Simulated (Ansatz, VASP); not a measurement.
This is a calculation of Bi for Ansatz 0.2.0.

input.yaml

```yaml
crystal:
  lattice:
    - [-2.051092, 1.932264, 1.963721]
    - [2.009132, -1.95414, 1.943637]
    - [2.069958, 1.973006, -1.985597]
  atoms:
    - { symbol: Bi, position: [-0.013777, -0.017305, -0.019666] }
hamiltonian:
  xc: pbesol
  pseudopotentials: { kind: paw }
kpoints:
  mp_grid: { grid: [9, 9, 9] }
scf:
  occupations: { method: fermi_dirac, width: 0.05 }
output:
  forces: true
  stress: true
  eigenvalues: true
```

Potentials or basis: Ansatz PAW.

The run is started by

```sh
$ ansatz run input.yaml --threads 1 --pin off --max-ram 3584MiB --backend cpu --events-out ev --progress --plain --runs-dir out
```

Problem. Translate it to VASP 6.6.1. Potentials there: VASP PAW PBE potentials, release 64 (Bi_d).

Solution. As run (the cutoff follows the program's own potentials):

Contents of INCAR:

```
ALGO = Normal ; EDIFF = 1E-7
ENCUT = 520 ; GGA = PS
ISIF = 2 ; ISMEAR = -1
LASPH = True ; LCHARG = False
LREAL = False ; LWAVE = False
NBANDS = 14 ; NELM = 60
PREC = Accurate ; SIGMA = 0.05
```

KPOINTS

```
k-points
0
Gamma
  9 9 9
```

Contents of POSCAR:

```
Bi
1.0
   -2.0510920000      1.9322640000      1.9637210000
    2.0091320000     -1.9541400000      1.9436370000
    2.0699580000      1.9730060000     -1.9855970000
Bi
1
Direct
   -0.0137770000     -0.0173050000     -0.0196660000
```

Potentials or basis: VASP PAW PBE potentials, release 64 (Bi_d).

The run is started by

```console
$ cat potpaw_PBE.64/Bi_d/POTCAR > POTCAR
$ mpirun -np 1 vasp_std > vasp.out
```

Both were run:

|  | VASP | Ansatz | Ansatz less VASP |
| --- | --- | --- | --- |
| gap on the k mesh at the Fermi level (eV) | none | none | - |
| pressure (GPa) | -2.0 | -1.9 | +0.06 |
| largest component of the traceless stress (GPa) | 0.71 | 0.71 | -0.003 |

A gap of «none» marks a metal or a gap that the smearing closes.

Caveats: spin-orbit coupling is left out, which moves the levels of the heavy elements; the PAW data sets were made with another functional, which shifts forces and pressure a little (VASP); the PAW data sets come from PBE, with cores solved anew for the run's functional, which leaves a small shift of forces and pressure (Ansatz).
